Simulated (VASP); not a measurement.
The system is La2O3.

```
La O
1.0
     3.93078    0.00000    0.00000
    -1.96539    3.40415    0.00000
     0.00000    0.00000    6.11195
La O
2 3
Direct
  0.33333 0.66667 0.24624
  0.66667 0.33333 0.75376
  0.00000 0.00000 0.00000
  0.33333 0.66667 0.64589
  0.66667 0.33333 0.35411
```

The cell is a database's computed one.

Base run:

```yaml
Program: VASP 6.6.1
Functional: PBE
Potentials_or_basis: VASP PAW PBE potentials, release 64 (La, O)
Cutoff: 520 eV
k_mesh: 6 × 6 × 4
Occupations: gaussian, width 0.02 eV
Spin: spin-orbit coupling, no magnetisation
```

Its results: pressure 1.6 GPa; largest force 0.011 eV/Å.

Problem. The run is repeated on the same cell with these changes: functional from PBE to r2SCAN. What comes out?

Solution. Pressure 0.2 GPa; largest force 0.019 eV/Å.

Caveats: the PAW data sets were made with another functional, which shifts forces and pressure a little (some runs).
